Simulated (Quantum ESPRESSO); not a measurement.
A run of Quantum ESPRESSO 7.5 is set up as follows.

Contents of pw.in:

```
&CONTROL
  calculation = 'scf'
  prefix = 'pwscf'
  outdir = './tmp'
  pseudo_dir = './pseudo'
  tprnfor = .true.
  tstress = .true.
  disk_io = 'low'
/
&SYSTEM
  ibrav = 0
  nat = 2
  ntyp = 2
  ecutwfc = 86
  nbnd = 26
  input_dft = 'pw86pbe'
  occupations = 'smearing'
  smearing = 'fd'
  degauss = 0.00367493
/
&ELECTRONS
  conv_thr = 4d-10
  electron_maxstep = 120
  mixing_beta = 0.5
/
ATOMIC_SPECIES
Se    78.9710 Se.upf
Zn    65.3800 Zn.upf
CELL_PARAMETERS bohr
   0.0000000000    5.3551058920    5.3551058920
   5.3551058920    0.0000000000    5.3551058920
   5.3551058920    5.3551058920    0.0000000000
ATOMIC_POSITIONS bohr
Se     8.0326588379    8.0326588379    8.0326588379
Zn     0.0000000000    0.0000000000    0.0000000000
K_POINTS automatic
8 8 8 0 0 0
```

The input bands.in:

```
&CONTROL
  calculation = 'bands'
  prefix = 'pwscf'
  outdir = './tmp'
  pseudo_dir = './pseudo'
  disk_io = 'low'
  verbosity = 'high'
/
&SYSTEM
  ibrav = 0
  nat = 2
  ntyp = 2
  ecutwfc = 86
  nbnd = 26
  input_dft = 'pw86pbe'
  occupations = 'smearing'
  smearing = 'fd'
  degauss = 0.00367493
/
&ELECTRONS
  conv_thr = 1d-08
  electron_maxstep = 120
  mixing_beta = 0.5
  diago_full_acc = .true.
  startingwfc = 'random'
/
ATOMIC_SPECIES
Se    78.9710 Se.upf
Zn    65.3800 Zn.upf
CELL_PARAMETERS bohr
   0.0000000000    5.3551058920    5.3551058920
   5.3551058920    0.0000000000    5.3551058920
   5.3551058920    5.3551058920    0.0000000000
ATOMIC_POSITIONS bohr
Se     8.0326588379    8.0326588379    8.0326588379
Zn     0.0000000000    0.0000000000    0.0000000000
K_POINTS crystal
60
 0.0000000000  0.0000000000  0.0000000000 1
 0.0625000000  0.0000000000  0.0625000000 1
 0.1250000000  0.0000000000  0.1250000000 1
 0.1875000000  0.0000000000  0.1875000000 1
 0.2500000000  0.0000000000  0.2500000000 1
 0.3125000000  0.0000000000  0.3125000000 1
 0.3750000000  0.0000000000  0.3750000000 1
 0.4375000000  0.0000000000  0.4375000000 1
 0.5000000000  0.0000000000  0.5000000000 1
 0.5000000000  0.0625000000  0.5625000000 1
 0.5000000000  0.1250000000  0.6250000000 1
 0.5000000000  0.1875000000  0.6875000000 1
 0.5000000000  0.2500000000  0.7500000000 1
 0.4375000000  0.3125000000  0.7500000000 1
 0.3750000000  0.3750000000  0.7500000000 1
 0.3375000000  0.3375000000  0.6750000000 1
 0.3000000000  0.3000000000  0.6000000000 1
 0.2625000000  0.2625000000  0.5250000000 1
 0.2250000000  0.2250000000  0.4500000000 1
 0.1875000000  0.1875000000  0.3750000000 1
 0.1500000000  0.1500000000  0.3000000000 1
 0.1125000000  0.1125000000  0.2250000000 1
 0.0750000000  0.0750000000  0.1500000000 1
 0.0375000000  0.0375000000  0.0750000000 1
 0.0000000000  0.0000000000  0.0000000000 1
 0.0625000000  0.0625000000  0.0625000000 1
 0.1250000000  0.1250000000  0.1250000000 1
 0.1875000000  0.1875000000  0.1875000000 1
 0.2500000000  0.2500000000  0.2500000000 1
 0.3125000000  0.3125000000  0.3125000000 1
 0.3750000000  0.3750000000  0.3750000000 1
 0.4375000000  0.4375000000  0.4375000000 1
 0.5000000000  0.5000000000  0.5000000000 1
 0.5250000000  0.4500000000  0.5250000000 1
 0.5500000000  0.4000000000  0.5500000000 1
 0.5750000000  0.3500000000  0.5750000000 1
 0.6000000000  0.3000000000  0.6000000000 1
 0.6250000000  0.2500000000  0.6250000000 1
 0.5833333333  0.2500000000  0.6666666667 1
 0.5416666667  0.2500000000  0.7083333333 1
 0.5000000000  0.2500000000  0.7500000000 1
 0.5000000000  0.2857142857  0.7142857143 1
 0.5000000000  0.3214285714  0.6785714286 1
 0.5000000000  0.3571428571  0.6428571429 1
 0.5000000000  0.3928571429  0.6071428571 1
 0.5000000000  0.4285714286  0.5714285714 1
 0.5000000000  0.4642857143  0.5357142857 1
 0.5000000000  0.5000000000  0.5000000000 1
 0.4821428571  0.4821428571  0.5357142857 1
 0.4642857143  0.4642857143  0.5714285714 1
 0.4464285714  0.4464285714  0.6071428571 1
 0.4285714286  0.4285714286  0.6428571429 1
 0.4107142857  0.4107142857  0.6785714286 1
 0.3928571429  0.3928571429  0.7142857143 1
 0.3750000000  0.3750000000  0.7500000000 1
 0.6250000000  0.2500000000  0.6250000000 1
 0.5937500000  0.1875000000  0.5937500000 1
 0.5625000000  0.1250000000  0.5625000000 1
 0.5312500000  0.0625000000  0.5312500000 1
 0.5000000000  0.0000000000  0.5000000000 1
```

Potentials or basis: Ansatz NC SR PBE.

Command:

```sh
$ OMP_NUM_THREADS=1 pw.x -in pw.in > pw.out
$ OMP_NUM_THREADS=1 pw.x -in bands.in > bands.out
```

Task: Estimate the band gap on the k mesh.

Result: 1.20 eV, direct.

Task: Predict the band gap along the path.

Result: 1.20 eV, direct.

Task: Estimate the pressure.

Result: 4.1 GPa.

Levels at the corners of the path, in eV from the valence-band top:
```
point  band 15  band 16  band 17  band 18  band 19  band 20  band 21  band 22
    Γ    -6.26     0.00     0.00     0.00     1.20     5.82     5.82     5.82
    X    -6.08    -4.77    -2.17    -2.17     3.00     3.44    10.67    11.20
    W    -5.96    -4.69    -2.75    -2.64     5.49     5.50     6.96     7.73
    K    -5.99    -4.72    -3.07    -1.78     3.58     5.57     9.03     9.27
    Γ    -6.26     0.00     0.00     0.00     1.20     5.82     5.82     5.82
    L    -6.10    -5.22    -0.86    -0.86     2.49     6.41     6.41     8.54
    U    -5.99    -4.72    -3.07    -1.78     3.58     5.57     9.03     9.27
    W    -5.96    -4.69    -2.75    -2.64     5.49     5.50     6.96     7.73
    L    -6.10    -5.22    -0.86    -0.86     2.49     6.41     6.41     8.54
    K    -5.99    -4.72    -3.07    -1.78     3.58     5.57     9.03     9.27
    U    -5.99    -4.72    -3.07    -1.78     3.58     5.57     9.03     9.27
    X    -6.08    -4.77    -2.17    -2.17     3.00     3.44    10.67    11.20
```

Caveat: the potentials were made for another functional, which shifts forces and pressure.

**The experiment to reproduce.**

From “Alloy Disordering Effects on the Thermal Conductivity and Energy Gap Temperature Dependence of Cd1−xZnxSe Ternary Crystals Grown by the Bridgman Method”, 2023, pmc:10253836, for a bulk crystal of ZnSe at 300 K: band gap 2.695 ± 0.003 eV (an exciton energy, a little under the gap).

Measured gap of ZnSe: 2.695 eV (an exciton energy, a little under the gap; 300 K; “Alloy Disordering Effects on the Thermal Conductivity and Energy Gap Temperature Dependence of Cd1−xZnxSe Ternary Crystals Grown by the Bridgman Method”, 2023, pmc:10253836). This calculation gives 1.20 eV (-1.49 eV). So large a miss can be the level of theory's own, or it may mean another phase, state or a wrong row. Spin-orbit coupling on Se is left out. The value is that of PW86PBE, without temperature or zero-point motion.
